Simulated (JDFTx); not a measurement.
# Ta (Im-3m) in JDFTx: notebook

One crystal, Ta, is run at these levels: LDA; tasks: equation of state.

Everything below comes from runs of JDFTx 1.7.0 (patched build). Logs are shortened: lines on timing, memory, paths and dates and some standing lists are left out, and cuts for length are marked. The log counts tension as positive stress, the text compression.

**The experiment to reproduce.**

“Pressure effects on the electronic structure and superconductivity of (TaNb)0.67(HfZrTi)0.33 high entropy alloy”, 2019, arxiv:1910.08312 quotes, for a bulk crystal of Ta: bulk modulus 194 GPa.

The runs below are set against these values where they give the same quantity.

## Step 1: Starting point

It takes space group Im-3m (No. 229, cubic). Conventional cell: a = 3.303 Å, b = 3.303 Å, c = 3.303 Å, α = 90.00°, β = 90.00°, γ = 90.00°. Ta (site symmetry m-3m) has 8 Ta at 2.86 Å as nearest neighbours.

## Step 2: Equation of state, LDA, 16.93 Å³/atom (volume scaled by 0.94)

File Ta.in:

```
include Ta.lattice
coords-type Lattice
include Ta.ionpos

ion-species pseudo/Ta.upf
elec-cutoff 29
elec-ex-corr lda-PW
kpoint-folding 11 11 11
elec-smearing Fermi 0.0018374661
elec-n-bands 12
electronic-SCF nIterations 100 energyDiffThreshold 1e-09
electronic-minimize nIterations 30 energyDiffThreshold 1e-7
forces-output-coords Cartesian

dump-name run.$VAR
dump End Ecomponents EigStats BandEigs Kpoints Forces Stress
```

File Ta.lattice:

```
lattice \
   -3.0567660819     3.0567660819     3.0567660819 \
    3.0567660819    -3.0567660819     3.0567660819 \
    3.0567660819     3.0567660819    -3.0567660819
```

File Ta.ionpos:

```
ion Ta     0.0000000000     0.0000000000     0.0000000000 1
```

Potentials or basis: PseudoDojo-SR-LDA-0.4.1-standard with smoothed tails.

Launch:

```bash
$ jdftx -c 1 -i Ta.in -o Ta.out
```

The program printed:

```text
*************** JDFTx 1.7.0 (patched build) ***************

Input parsed successfully to the following command list (including defaults):

basis kpoint-dependent
coords-type Lattice
core-overlap-check vector
coulomb-interaction Periodic
davidson-band-ratio 1.1
dump End Forces BandEigs EigStats Ecomponents Stress Kpoints
dump-name run.$VAR
elec-cutoff 29
elec-eigen-algo Davidson
elec-ex-corr lda-PW
elec-n-bands 12 1
elec-smearing Fermi 0.00183747
electronic-minimize  \
	dirUpdateScheme      FletcherReeves \
	linminMethod         DirUpdateRecommended \
	nIterations          30 \
	history              15 \
	knormThreshold       0 \
	maxThreshold         no \
	energyDiffThreshold  1e-07 \
	nEnergyDiff          2 \
	convergeAll          no \
	alphaTstart          1 \
	alphaTmin            1e-10 \
	updateTestStepSize   yes \
	alphaTreduceFactor   0.1 \
	alphaTincreaseFactor 3 \
	nAlphaAdjustMax      3 \
	wolfeEnergy          0.0001 \
	wolfeGradient        0.9 \
	abortOnFailedStep    no \
	fdTest               no
electronic-scf  \
	nIterations	100 \
	energyDiffThreshold	1e-09 \
	residualThreshold	1e-07 \
	mixFraction	0.5 \
	qMetric	0.8 \
	history	10 \
	nEigSteps	2 \
	eigDiffThreshold	1e-08 \
	mixedVariable	Density \
	qKerker	0.8 \
	qKappa	-1 \
	verbose	no \
	mixFractionMag	1.5
exchange-regularization WignerSeitzTruncated
fluid None
fluid-ex-corr lda-TF lda-PZ
fluid-gummel-loop 10 1.000000e-05
fluid-minimize  \
	dirUpdateScheme      PolakRibiere \
	linminMethod         DirUpdateRecommended \
	nIterations          100 \
	history              15 \
	knormThreshold       0 \
	maxThreshold         no \
	energyDiffThreshold  0 \
	nEnergyDiff          2 \
	convergeAll          no \
	alphaTstart          1 \
	alphaTmin            1e-10 \
	updateTestStepSize   yes \
	alphaTreduceFactor   0.1 \
	alphaTincreaseFactor 3 \
	nAlphaAdjustMax      3 \
	wolfeEnergy          0.0001 \
	wolfeGradient        0.9 \
	abortOnFailedStep    no \
	fdTest               no
fluid-solvent H2O 55.338 ScalarEOS \
	epsBulk 78.4 \
	pMol 0.92466 \
	epsInf 1.77 \
	Pvap 1.06736e-10 \
	sigmaBulk 4.62e-05 \
	Rvdw 2.61727 \
	Res 1.42 \
	tauNuc 343133 \
	poleEl 15 7 1
forces-output-coords Cartesian
[... 71 lines left out ...]
---------- Initializing the Grid ----------
R =
[     -3.05677      3.05677      3.05677  ]
[      3.05677     -3.05677      3.05677  ]
[      3.05677      3.05677     -3.05677  ]
unit cell volume = 114.247
G =
[ -6.98619e-18    1.02775    1.02775  ]
[    1.02775 -6.98619e-18    1.02775  ]
[    1.02775    1.02775 -6.98619e-18  ]
Minimum fftbox size, Smin = [  28  28  28  ]
Chosen fftbox size, S = [  28  28  28  ]

---------- Exchange Correlation functional ----------
Initalized Slater LDA exchange.
Initalized Perdew-Wang LDA correlation.

---------- Setting up pseudopotentials ----------
Width of ionic core gaussian charges (only for fluid interactions / plotting) set to 0

Reading pseudopotential file 'pseudo/Ta.upf':
  'Ta' pseudopotential, 'SLA  PW   NOGX NOGC' functional
  Generated using ONCVPSP code by D. R. Hamann
  13 valence electrons, 4 orbitals, 8 projectors, 1001 radial grid points, with lMax = 3
    5S    l: 0   occupation:  2.0   eigenvalue: -2.689826
    5P    l: 1   occupation:  6.0   eigenvalue: -1.453891
    5D    l: 2   occupation:  3.0   eigenvalue: -0.139008
    6S    l: 0   occupation:  2.0   eigenvalue: -0.206266
  Core radius for overlap checks: 2.22 bohrs.

Initialized 1 species with 1 total atoms.

Folded 1 k-points by 11x11x11 to 1331 k-points.

---------- Setting up k-points, bands, fillings ----------
Reduced to 56 k-points under symmetry.
Computing the number of bands and number of electrons
Calculating initial fillings.
nElectrons:  13.000000   nBands: 12   nStates: 56

----- Setting up reduced wavefunction bases (one per k-point) -----
average nbasis = 852.319 , ideal nbasis = 852.192

---------- Setting up ewald sum ----------
Optimum gaussian width for ewald sums = 1.908579 bohr.
Real space sum over 2197 unit cells with max indices [  6  6  6  ]
Reciprocal space sum over 2197 terms with max indices [  6  6  6  ]

---------- Allocating electronic variables ----------
Initializing wave functions:  linear combination of atomic orbitals
Note: number of bands (12) exceeds available atomic orbitals (10)
Ta pseudo-atom occupations:   s ( 2 2 )  p ( 6 )  d ( 3 )
	FillingsUpdate:  mu: +0.723512390  nElectrons: 13.000000
LCAOMinimize: Iter:   0  F: -59.2553438627795614  |grad|_K:  2.532e-04  alpha:  1.000e+00
	FillingsUpdate:  mu: +0.724813834  nElectrons: 13.000000
LCAOMinimize: Iter:   1  F: -59.2555499690533551  |grad|_K:  5.349e-06  alpha:  7.936e-01  linmin:  1.497e-02  cgtest: -1.738e-01
	FillingsUpdate:  mu: +0.724808171  nElectrons: 13.000000
LCAOMinimize: Iter:   2  F: -59.2555500750504578  |grad|_K:  9.014e-07  alpha:  9.594e-01  linmin: -2.607e-03  cgtest:  2.066e-01
LCAOMinimize: Encountered beta<0, resetting CG.
	FillingsUpdate:  mu: +0.724803593  nElectrons: 13.000000
LCAOMinimize: Iter:   3  F: -59.2555500776389721  |grad|_K:  2.448e-08  alpha:  7.896e-01  linmin:  3.085e-04  cgtest: -4.892e-03
LCAOMinimize: Converged (|Delta F|<1.000000e-06 for 2 iters).

-------- Electronic minimization -----------
Will mix electronic density at each iteration.
	FillingsUpdate:  mu: +0.724803593  nElectrons: 13.000000
	FillingsUpdate:  mu: +0.717719683  nElectrons: 13.000000
SCF: Cycle:  0   F: -59.274098351711665   dF: -1.855e-02   |Residual|: 2.812e-02   |deigs|: 7.963e-02
	FillingsUpdate:  mu: +0.715075991  nElectrons: 13.000000
SCF: Cycle:  1   F: -59.274653773257050   dF: -5.554e-04   |Residual|: 1.216e-02   |deigs|: 6.420e-03
	FillingsUpdate:  mu: +0.713254759  nElectrons: 13.000000
SCF: Cycle:  2   F: -59.274752596692046   dF: -9.882e-05   |Residual|: 2.250e-03   |deigs|: 4.077e-03
	FillingsUpdate:  mu: +0.713378193  nElectrons: 13.000000
SCF: Cycle:  3   F: -59.274752938853595   dF: -3.422e-07   |Residual|: 5.487e-04   |deigs|: 4.582e-04
	FillingsUpdate:  mu: +0.713307073  nElectrons: 13.000000
SCF: Cycle:  4   F: -59.274753203068038   dF: -2.642e-07   |Residual|: 1.099e-04   |deigs|: 1.838e-04
	FillingsUpdate:  mu: +0.713290347  nElectrons: 13.000000
SCF: Cycle:  5   F: -59.274753213941281   dF: -1.087e-08   |Residual|: 8.621e-05   |deigs|: 6.791e-05
	FillingsUpdate:  mu: +0.713297211  nElectrons: 13.000000
SCF: Cycle:  6   F: -59.274753218518747   dF: -4.577e-09   |Residual|: 1.100e-05   |deigs|: 5.176e-05
	FillingsUpdate:  mu: +0.713297157  nElectrons: 13.000000
SCF: Cycle:  7   F: -59.274753218730133   dF: -2.114e-10   |Residual|: 1.169e-05   |deigs|: 4.769e-05
	FillingsUpdate:  mu: +0.713297575  nElectrons: 13.000000
SCF: Cycle:  8   F: -59.274753218811277   dF: -8.114e-11   |Residual|: 7.891e-06   |deigs|: 4.152e-05
SCF: Converged (|Delta E|<1.000000e-09 for 2 iters).

Setting wave functions to eigenvectors of Hamiltonian

# Stress tensor in Cartesian coordinates [Eh/a0^3]:
[ -7.51501e-05            0            0  ]
[            0 -7.51501e-05            0  ]
[            0            0 -7.51501e-05  ]

# Ionic positions in lattice coordinates:
ion Ta   0.000000000000000   0.000000000000000   0.000000000000000 1

# Forces in Cartesian coordinates:
force Ta  -0.000000000000000  -0.000000000000000   0.000000000000000 1

# Energy components:
   Eewald =      -50.3007456645711031
       EH =        6.9850540673204158
     Eloc =      -28.8667916662693997
      Enl =        4.4796679342908359
      Exc =      -14.7356868881875815
 Exc_core =        5.8896203410321935
       KE =       17.2743836706688185
-------------------------------------
     Etot =      -59.2744982057158225
       TS =        0.0002550130954549
-------------------------------------
        F =      -59.2747532188112771

IonicMinimize: Iter:   0  F: -59.274753218811277  |grad|_K:  0.000e+00
IonicMinimize: Converged (|grad|_K<1.000000e-04).

#--- Lowdin population analysis ---
# oxidation-state Ta +0.062

Dumping 'run.eigStats' ...
	eMin: -1.747926 at state 0 ( [ +0.000000 +0.000000 +0.000000 ] spin 0 )
	HOMO: +0.712545 at state 33 ( [ +0.090909 -0.454545 -0.454545 ] spin 0 )
	mu  : +0.713298
	LUMO: +0.715297 at state 27 ( [ +0.090909 +0.272727 -0.181818 ] spin 0 )
	eMax: +1.436514 at state 40 ( [ +0.181818 +0.272727 -0.272727 ] spin 0 )
	HOMO-LUMO gap: +0.002753
	Optical gap  : +0.014304 at state 2 ( [ +0.000000 +0.000000 +0.181818 ] spin 0 )
Done!
```

It took 16 s on 1 thread of Intel Xeon at 2.70GHz, shared host; peak memory 0.07 GiB.

Results:

```yaml
Free_energy: -1612.9482 eV
Pressure: 2.2 GPa
Band_gap_on_the_k_mesh: none (metal or under the smearing width)
```

## Step 3: Equation of state, LDA, 17.29 Å³/atom (volume scaled by 0.96)

Changes to Ta.in since step 2:

```diff
@@ -15,2 +15,2 @@
 dump-name run.$VAR
-dump End Ecomponents EigStats BandEigs Kpoints Forces Stress
+dump End Ecomponents EigStats BandEigs Kpoints Forces Stress ElecDensity Dtot KEdensity
```

File Ta.lattice:

```
lattice \
   -3.0782933128     3.0782933128     3.0782933128 \
    3.0782933128    -3.0782933128     3.0782933128 \
    3.0782933128     3.0782933128    -3.0782933128
```

Ta.ionpos is that of step 2.

Potentials or basis: PseudoDojo-SR-LDA-0.4.1-standard with smoothed tails.

Launch:

```bash
$ jdftx -c 1 -i Ta.in -o Ta.out
```

Run time: 17 s. Hardware: 1 thread of Intel Xeon at 2.70GHz, shared host; peak memory 0.07 GiB.

The run converged. Its results:

```yaml
Free_energy: -1612.9478 eV
Pressure: -2.6 GPa
Band_gap_on_the_k_mesh: none (metal or under the smearing width)
```

## Step 4: Equation of state, LDA, 17.65 Å³/atom (volume scaled by 0.98)

Ta.in is that of step 3.

File Ta.lattice:

```
lattice \
   -3.0995235929     3.0995235929     3.0995235929 \
    3.0995235929    -3.0995235929     3.0995235929 \
    3.0995235929     3.0995235929    -3.0995235929
```

Ta.ionpos is that of step 3.

Launch:

```bash
$ jdftx -c 1 -i Ta.in -o Ta.out
```

Run time: 17 s. Hardware: 1 thread of Intel Xeon at 2.70GHz, shared host; peak memory 0.07 GiB.

Results (log left out):

```
Free energy            : -1612.9371 eV
Pressure               : -6.8 GPa
Band gap on the k mesh : none (metal or under the smearing width)
```

## Step 5: Equation of state, LDA, 18.01 Å³/atom

Ta.in is that of step 4.

File Ta.lattice:

```
lattice \
   -3.1204669551     3.1204669551     3.1204669551 \
    3.1204669551    -3.1204669551     3.1204669551 \
    3.1204669551     3.1204669551    -3.1204669551
```

Ta.ionpos is that of step 4.

Launch:

```bash
$ jdftx -c 1 -i Ta.in -o Ta.out
```

Wall time 17 s (1 thread of Intel Xeon at 2.70GHz, shared host); peak memory 0.07 GiB.

It converged, with:

```
Free energy            : -1612.9174 eV
Pressure               : -10.7 GPa
Band gap on the k mesh : none (metal or under the smearing width)
```

## Step 6: Equation of state, LDA, 18.37 Å³/atom (volume scaled by 1.02)

Ta.in is that of step 5.

File Ta.lattice:

```
lattice \
   -3.1411329013     3.1411329013     3.1411329013 \
    3.1411329013    -3.1411329013     3.1411329013 \
    3.1411329013     3.1411329013    -3.1411329013
```

Ta.ionpos is that of step 5.

Potentials or basis: PseudoDojo-SR-LDA-0.4.1-standard with smoothed tails.

Launch:

```bash
$ jdftx -c 1 -i Ta.in -o Ta.out
```

Wall time 18 s (1 thread of Intel Xeon at 2.70GHz, shared host); peak memory 0.07 GiB.

It converged, with:

```
Free energy            : -1612.8895 eV
Pressure               : -14.1 GPa
Band gap on the k mesh : none (metal or under the smearing width)
```

## Step 7: Equation of state, LDA, 18.73 Å³/atom (volume scaled by 1.04)

Ta.in is that of step 6.

File Ta.lattice:

```
lattice \
   -3.1615304398     3.1615304398     3.1615304398 \
    3.1615304398    -3.1615304398     3.1615304398 \
    3.1615304398     3.1615304398    -3.1615304398
```

Ta.ionpos is that of step 6.

Launch:

```bash
$ jdftx -c 1 -i Ta.in -o Ta.out
```

Wall time 18 s (1 thread of Intel Xeon at 2.70GHz, shared host); peak memory 0.07 GiB.

Results (log left out):

```
Free energy            : -1612.8544 eV
Pressure               : -17.1 GPa
Band gap on the k mesh : none (metal or under the smearing width)
```

## Step 8: Equation of state, LDA, 19.09 Å³/atom (volume scaled by 1.06)

Ta.in is that of step 7.

File Ta.lattice:

```
lattice \
   -3.1816681193     3.1816681193     3.1816681193 \
    3.1816681193    -3.1816681193     3.1816681193 \
    3.1816681193     3.1816681193    -3.1816681193
```

Ta.ionpos is that of step 7.

Launch:

```bash
$ jdftx -c 1 -i Ta.in -o Ta.out
```

Wall time 19 s (1 thread of Intel Xeon at 2.70GHz, shared host); peak memory 0.07 GiB.

The run converged. Its results:

```yaml
Free_energy: -1612.8128 eV
Pressure: -19.9 GPa
Band_gap_on_the_k_mesh: none (metal or under the smearing width)
```

## Step 9: Equation of state, LDA

Potentials or basis: PseudoDojo-SR-LDA-0.4.1-standard with smoothed tails.

No new run: the results of the series are fitted here.

Results:

```
Equilibrium volume                      : 17.09 Å³/atom
Bulk modulus                            : 229 GPa
Pressure derivative of the bulk modulus : 4.4
```

Energy against volume, from the lowest point:
```csv
volume (Å³/atom),energy (meV/atom)
16.930,0.00
17.290,0.45
17.650,11.08
18.010,30.81
18.371,58.68
18.731,93.79
19.091,135.39
```

## Step 10: Comparison with measurements

Step 9. Against the measured bulk modulus of Ta, 194 GPa (quoted in “Pressure effects on the electronic structure and superconductivity of (TaNb)0.67(HfZrTi)0.33 high entropy alloy”, 2019, arxiv:1910.08312), the calculated 229 GPa is off by +17.8 %. The fit is for a static lattice scaled at fixed shape and fixed fractional positions.
